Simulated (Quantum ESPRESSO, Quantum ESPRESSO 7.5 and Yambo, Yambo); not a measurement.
**A GW chain in Yambo: SiC (P6_3mc)**

Wanted: ground state, empty states, screening and self-energy for SiC (P6_3mc).

Method: PBE and many-body steps on it, plane waves, in Quantum ESPRESSO 7.5 and Yambo 5.3.0.

**What was measured.**

- Gap 3.2 eV: experimental band gap quoted from earlier work; bulk crystal (quoted in “Local vibrational modes of Si vacancy spin qubits in SiC”, 2020, arxiv:2002.00067).

- Gap 3.285 eV: band gap at low temperature, quoted from earlier experiments; bulk crystal (quoted in “Excitation properties of the divacancy in 4H-SiC”, 2018, arxiv:1804.01167).

- Gap 3.26 eV: band gap at cryogenic temperature; bulk crystal (literature value) (quoted in “Silicon carbide diodes for neutron detection”, 2020, arxiv:2009.14696).

Report form: the programs' logs are mostly left out.

## Step 1: The starting structure

The structure is hexagonal, space group P6_3mc (No. 186). Conventional cell: a = 3.076 Å, b = 3.076 Å, c = 10.071 Å, α = 90.00°, β = 90.00°, γ = 120.00°. Si has 4 C at 1.88 to 1.89 Å nearest. Nearest to C lie 4 Si at 1.88 to 1.89 Å. Nearest to C lie 4 Si at 1.88 to 1.89 Å. Farther neighbours are not listed.

The cell and positions are those that the Materials Project relaxed with its own functionals (PBE, PBE+U or r2SCAN), kept fixed.

## Step 2: Ground state

This step: Quantum ESPRESSO 7.5; DFT, PBE, plane waves, norm-conserving pseudopotentials.

The ground-state density comes first.

Contents of pw.in:

```
&control
  calculation = 'scf'
  prefix = 'x'
  outdir = 'o'
  pseudo_dir = 'pseudo'
/
&system
  ibrav = 0
  nat = 8
  ntyp = 2
  ecutwfc = 74.0
  nbnd = 24
  force_symmorphic = .true.
/
&electrons
  conv_thr = 1e-10
  electron_maxstep = 80
  mixing_beta = 0.5
/
ATOMIC_SPECIES
  Si 28.085 Si.upf
  C 12.011 C.upf
CELL_PARAMETERS angstrom
  3.0756941497 -0.0000000000 0.0000000000
  -1.5378470748 2.6636292679 0.0000000000
  0.0000000000 0.0000000000 10.0706464800
ATOMIC_POSITIONS crystal
  Si 0.6666666667 0.3333333333 0.9378419800
  Si 0.3333333333 0.6666666667 0.4378419800
  Si 0.0000000000 0.0000000000 0.6878943800
  Si 0.0000000000 0.0000000000 0.1878943800
  C 0.6666666667 0.3333333333 0.7498025900
  C 0.3333333333 0.6666666667 0.2498025900
  C 0.0000000000 0.0000000000 0.5004600500
  C 0.0000000000 0.0000000000 0.0004600500
K_POINTS automatic
  6 6 2 0 0 0
```

On the command line:

```
$ OMP_NUM_THREADS=1 mpirun -n 4 pw.x -nk 4 -in pw.in > pw.out
```

The job ended after 22 s (4 MPI ranks of Arm Neoverse N1, shared host; peak memory 0.35 GiB; 88 s of CPU time).

Numbers from this step:

```
total energy               : -1117.8116 eV
gap                        : 2.228 eV
k of the valence top       : 0, 0, 0
k of the conduction bottom : 0, -0.5, 0
least direct gap           : 3.353 eV
```

The gap is indirect, with the least direct gap 1.13 eV higher.

## Step 3: Bands along the symmetry lines

The cheap functional maps the bands first; the places of the edges decide which points the dearer methods must see.

Contents of pw.in:

```
&control
  calculation = 'bands'
  prefix = 'x'
  outdir = 'o'
  pseudo_dir = 'pseudo'
/
&system
  ibrav = 0
  nat = 8
  ntyp = 2
  ecutwfc = 74.0
  nbnd = 22
  force_symmorphic = .true.
/
&electrons
  conv_thr = 1e-9
  electron_maxstep = 80
  diago_full_acc = .true.
  diago_thr_init = 5e-6
/
ATOMIC_SPECIES
  Si 28.085 Si.upf
  C 12.011 C.upf
CELL_PARAMETERS angstrom
  3.0756941497 -0.0000000000 0.0000000000
  -1.5378470748 2.6636292679 0.0000000000
  0.0000000000 0.0000000000 10.0706464800
ATOMIC_POSITIONS crystal
  Si 0.6666666667 0.3333333333 0.9378419800
  Si 0.3333333333 0.6666666667 0.4378419800
  Si 0.0000000000 0.0000000000 0.6878943800
  Si 0.0000000000 0.0000000000 0.1878943800
  C 0.6666666667 0.3333333333 0.7498025900
  C 0.3333333333 0.6666666667 0.2498025900
  C 0.0000000000 0.0000000000 0.5004600500
  C 0.0000000000 0.0000000000 0.0004600500
K_POINTS crystal
  75
  0.00000000 0.00000000 0.00000000 1
  0.06250000 0.00000000 0.00000000 1
  0.12500000 0.00000000 0.00000000 1
  0.18750000 0.00000000 0.00000000 1
  0.25000000 0.00000000 0.00000000 1
  0.31250000 0.00000000 0.00000000 1
  0.37500000 0.00000000 0.00000000 1
  0.43750000 0.00000000 0.00000000 1
  0.50000000 0.00000000 0.00000000 1
  0.47916667 0.04166667 0.00000000 1
  0.45833333 0.08333333 0.00000000 1
  0.43750000 0.12500000 0.00000000 1
  0.41666666 0.16666666 0.00000000 1
  0.39583333 0.20833333 0.00000000 1
  0.37500000 0.25000000 0.00000000 1
  0.35416666 0.29166666 0.00000000 1
  0.33333333 0.33333333 0.00000000 1
  0.29166666 0.29166666 0.00000000 1
  0.25000000 0.25000000 0.00000000 1
  0.20833333 0.20833333 0.00000000 1
  0.16666666 0.16666666 0.00000000 1
  0.12500000 0.12500000 0.00000000 1
  0.08333333 0.08333333 0.00000000 1
  0.04166667 0.04166667 0.00000000 1
  0.00000000 0.00000000 0.00000000 1
  0.00000000 0.00000000 0.06250000 1
  0.00000000 0.00000000 0.12500000 1
  0.00000000 0.00000000 0.18750000 1
  0.00000000 0.00000000 0.25000000 1
  0.00000000 0.00000000 0.31250000 1
  0.00000000 0.00000000 0.37500000 1
  0.00000000 0.00000000 0.43750000 1
  0.00000000 0.00000000 0.50000000 1
  0.06250000 0.00000000 0.50000000 1
  0.12500000 0.00000000 0.50000000 1
  0.18750000 0.00000000 0.50000000 1
  0.25000000 0.00000000 0.50000000 1
  0.31250000 0.00000000 0.50000000 1
  0.37500000 0.00000000 0.50000000 1
  0.43750000 0.00000000 0.50000000 1
  0.50000000 0.00000000 0.50000000 1
  0.47916667 0.04166667 0.50000000 1
  0.45833333 0.08333333 0.50000000 1
  0.43750000 0.12500000 0.50000000 1
  0.41666666 0.16666666 0.50000000 1
  0.39583333 0.20833333 0.50000000 1
  0.37500000 0.25000000 0.50000000 1
  0.35416666 0.29166666 0.50000000 1
  0.33333333 0.33333333 0.50000000 1
  0.29166666 0.29166666 0.50000000 1
  0.25000000 0.25000000 0.50000000 1
  0.20833333 0.20833333 0.50000000 1
  0.16666666 0.16666666 0.50000000 1
  0.12500000 0.12500000 0.50000000 1
  0.08333333 0.08333333 0.50000000 1
  0.04166667 0.04166667 0.50000000 1
  0.00000000 0.00000000 0.50000000 1
  0.50000000 0.00000000 0.50000000 1
  0.50000000 0.00000000 0.43750000 1
  0.50000000 0.00000000 0.37500000 1
  0.50000000 0.00000000 0.31250000 1
  0.50000000 0.00000000 0.25000000 1
  0.50000000 0.00000000 0.18750000 1
  0.50000000 0.00000000 0.12500000 1
  0.50000000 0.00000000 0.06250000 1
  0.50000000 0.00000000 0.00000000 1
  0.33333333 0.33333333 0.50000000 1
  0.33333333 0.33333333 0.43750000 1
  0.33333333 0.33333333 0.37500000 1
  0.33333333 0.33333333 0.31250000 1
  0.33333333 0.33333333 0.25000000 1
  0.33333333 0.33333333 0.18750000 1
  0.33333333 0.33333333 0.12500000 1
  0.33333333 0.33333333 0.06250000 1
  0.33333333 0.33333333 0.00000000 1
```

Elapsed: 31 s, on 4 MPI ranks; peak memory 0.3 GiB.

This step gave:

```
gap                        : 2.228 eV
k of the valence top       : 0, 0, 0
k of the conduction bottom : 0.5, 0, 0
least direct gap           : 3.353 eV
```

The gap is 2.228 eV, as in the run before at this level.

The electronic bands at the labelled points (eV, zero at the top of the highest filled band):

```csv
point,band 13,band 14,band 15,band 16,band 17,band 18,band 19,band 20
Γ,-0.58,-0.05,0.00,0.00,5.11,5.69,6.31,6.34
halfway,-1.67,-1.63,-0.83,-0.55,3.79,4.30,5.09,6.14
M,-2.37,-2.23,-1.58,-1.13,2.23,2.36,4.24,4.76
halfway,-3.20,-2.57,-1.93,-1.85,3.15,3.99,4.73,6.09
K,-4.00,-2.88,-2.88,-1.68,3.98,3.98,5.20,5.60
halfway,-2.51,-2.08,-1.56,-0.93,4.70,4.93,5.30,6.34
Γ,-0.58,-0.05,0.00,0.00,5.11,5.69,6.31,6.34
halfway,-0.41,-0.41,-0.06,-0.06,5.17,5.54,6.52,6.58
A,-0.21,-0.21,-0.21,-0.21,5.32,5.32,6.78,6.78
halfway,-1.28,-1.28,-0.92,-0.92,3.96,3.96,5.58,5.58
L,-2.51,-2.51,-1.56,-1.56,2.64,2.64,4.22,4.22
halfway,-3.23,-3.23,-2.04,-2.04,3.53,3.53,5.51,5.51
H,-2.76,-2.76,-2.46,-2.46,3.25,3.25,6.69,6.69
halfway,-2.15,-2.15,-1.04,-1.04,4.96,4.96,5.53,5.53
A,-0.21,-0.21,-0.21,-0.21,5.32,5.32,6.78,6.78
jump to L,-2.51,-2.51,-1.56,-1.56,2.64,2.64,4.22,4.22
halfway,-2.49,-1.97,-1.89,-1.24,2.47,2.47,4.03,4.79
M,-2.37,-2.23,-1.58,-1.13,2.23,2.36,4.24,4.76
jump to H,-2.76,-2.76,-2.46,-2.46,3.25,3.25,6.69,6.69
halfway,-3.58,-2.65,-2.65,-2.00,3.55,3.55,5.62,6.19
K,-4.00,-2.88,-2.88,-1.68,3.98,3.98,5.20,5.60
```

## Step 4: Empty states on the mesh, 3×3×2 mesh, 545 bands

The sums over transitions need many empty states on a uniform mesh; this step solves for them.

Contents of pw.in:

```
&control
  calculation = 'nscf'
  prefix = 'x'
  outdir = 'o'
  pseudo_dir = 'pseudo'
/
&system
  ibrav = 0
  nat = 8
  ntyp = 2
  ecutwfc = 74.0
  nbnd = 545
  force_symmorphic = .true.
/
&electrons
  conv_thr = 1e-9
  electron_maxstep = 80
  diago_full_acc = .true.
  diago_thr_init = 5e-6
/
ATOMIC_SPECIES
  Si 28.085 Si.upf
  C 12.011 C.upf
CELL_PARAMETERS angstrom
  3.0756941497 -0.0000000000 0.0000000000
  -1.5378470748 2.6636292679 0.0000000000
  0.0000000000 0.0000000000 10.0706464800
ATOMIC_POSITIONS crystal
  Si 0.6666666667 0.3333333333 0.9378419800
  Si 0.3333333333 0.6666666667 0.4378419800
  Si 0.0000000000 0.0000000000 0.6878943800
  Si 0.0000000000 0.0000000000 0.1878943800
  C 0.6666666667 0.3333333333 0.7498025900
  C 0.3333333333 0.6666666667 0.2498025900
  C 0.0000000000 0.0000000000 0.5004600500
  C 0.0000000000 0.0000000000 0.0004600500
K_POINTS automatic
  3 3 2 0 0 0
```

Wall time 3.2 min (4 MPI ranks); peak memory 1.4 GiB; 13 min of CPU time.

Numbers from this step:

| Property | Result |
| --- | --- |
| gap | 3.011 eV |
| k of the valence top | 0, 0, 0 |
| k of the conduction bottom | 0, 0.3333, 0 |
| least direct gap | 3.856 eV |
| k points computed | 6 |
| lowest point of the top converged band, above the valence top | 181.2726 eV |

On this mesh the gap is 3.011 eV. The earlier step found 2.228 eV, so this mesh misses an edge.

## Step 5: Conversion and set-up

This step: Yambo 5.3.0; conversion and set-up on PBE, plane waves, norm-conserving pseudopotentials.

The states are converted to the many-body program's format and the q mesh is built.

On the command line:

```
$ (cd o/x.save; p2y > p2y.log; mv SAVE ../..); yambo > setup.log
```

Wall time 3 s (1 MPI rank); peak memory 0.24 GiB.

## Step 6: Screening and self-energy, 3×3×2 mesh, 545 bands, screening to 217.7 eV

Now the one-shot GW correction: screening in the RPA, then the self-energy of the levels asked for.

This step: G0W0 on PBE, plane waves, norm-conserving pseudopotentials.

Contents of gw3.in:

```
HF_and_locXC
gw0
dyson
ppa
em1d
rim_cut
RandQpts= 1000000
RandGvec= 1 RL
EXXRLvcs= 74 Ry
VXCRLvcs= 296 Ry
Chimod= "HARTREE"
% BndsRnXp
 1 | 545 |
%
NGsBlkXp= 16 Ry
% LongDrXp
 1 | 1 | 1 |
%
% GbndRnge
 1 | 545 |
%
DysSolver= "n"
ExtendOut
PPAPntXp= 27.21138 eV
% QPkrange
 1 | 1 | 15 | 18 |
 3 | 3 | 15 | 18 |
%
```

On the command line:

```
$ OMP_NUM_THREADS=1 mpirun -n 4 yambo -F gw3.in -J gw3 -C gw3 > gw3.log
```

Elapsed: 19 min, on 4 MPI ranks; peak memory 3 GiB.

This step gave:

```
G0W0 gap on the points computed              : 3.895 eV
starting gap on the mesh                     : 3.011 eV
k of the valence top                         : 0, 0, 0
k of the conduction bottom                   : 0, 0.3333, 0
least direct G0W0 gap on the computed points : 4.835 eV
Z at the valence top                         : 0.7902
Z at the conduction bottom                   : 0.8140
```

The gap on the mesh goes from 3.01 eV to 3.89 eV, a correction of +0.88 eV. The start differs from the 2.23 eV found before because the two sample other k points.

Limits: finite bands, cutoff and mesh; coarse k mesh. v1 is the top filled band, c1 the lowest empty one. The levels before and after the correction (eV, zero at the valence-band top of each column):

```csv
,conduction bottom,valence top
Kohn-Sham,3.01,0.00
G0W0,3.89,0.00
```

```csv
,level,energy (eV)
Kohn-Sham,Γ v2-v1,0.000
Kohn-Sham,Γ c1,5.111
Kohn-Sham,Γ c2,5.691
Kohn-Sham,(0 0.333 0) v2,-1.372
Kohn-Sham,(0 0.333 0) v1,-0.845
Kohn-Sham,(0 0.333 0) c1,3.011
Kohn-Sham,(0 0.333 0) c2,3.247
G0W0,Γ v2-v1,0.000
G0W0,Γ c1,6.123
G0W0,Γ c2,6.696
G0W0,(0 0.333 0) v2,-1.436
G0W0,(0 0.333 0) v1,-0.940
G0W0,(0 0.333 0) c1,3.895
G0W0,(0 0.333 0) c2,4.134
```

## Step 7: Where the time went

Times are wall times on the hardware named with each run, good to a factor of about two.

```csv
step,time,share,memory (GiB)
ground state,22 s,2 %,0.35
bands along the symmetry lines,31 s,2 %,0.3
empty states on the mesh,3.2 min,14 %,1.4
conversion and set-up,3 s,0 %,0.24
screening and self-energy,19 min,82 %,3.0
```

## Step 8: Results

* PBE gap: 2.23 eV, indirect
* G0W0 gap on the mesh: 3.89 eV
* G0W0 gap over the zone (rigid shift): 3.11 eV
* GW settings: 3×3×2 mesh, 545 bands, screening to 217.7 eV, Godby-Needs plasmon pole
* known limits: not at the basis limit; coarse k mesh

**Reading.** G0W0 moves the gap on the mesh from 3.01 eV to 3.89 eV (+0.88 eV), with Z of 0.79 and 0.81 at the edges. The mesh misses the band edges by 0.78 eV in all; a rigid shift gives 3.11 eV for the zone. Only 2 of the mesh's irreducible points were corrected, so a valley elsewhere could overtake. The dearest step here is «screening and self-energy». Against experiment, by G0W0@PBE: the gap of 3.11 eV lies −0.09 eV from the measured 3.2 eV (kind not stated, quoted 2020); the gap of 3.11 eV lies −0.17 eV from the measured 3.285 eV (kind not stated, quoted 2018); the gap of 3.11 eV lies −0.15 eV from the measured 3.26 eV (kind not stated, quoted 2020). The calculation has static nuclei and no excitons; a measured gap holds zero-point and thermal motion, which mostly lowers it. Bands and cutoff are finite, so the gap is not at the basis limit. The miss can reach some tenths of an eV and take either sign; the mesh is an error of its own. In the G0W0 run levels were corrected at 2 k points alone, so a gap called «on the mesh» is the least over those, and an edge elsewhere would be missed. A denser mesh or path gives a starting gap of 2.23 eV: the GW mesh misses a band edge, so its gaps are not the fundamental one. The 3×3×2 mesh is coarse for this cell, which bears on the long-range parts of exchange and screening.

[Paths, hosts, dates, memory and timing lines, banners, echoed tables and standing remarks are left out of the program output.]

[Logs are printed without paths, hosts, clocks, repeated set-up lines and the standing remarks that a program may print on its own settings, such as how far it seeks lower states.]

[Runs of the session that timed out or met a known fault of the program may be left out.]

[Hosts, paths, dates, database ids (printed as entryN), source tags and the programs' standing remarks are cut or masked in the printed files.]
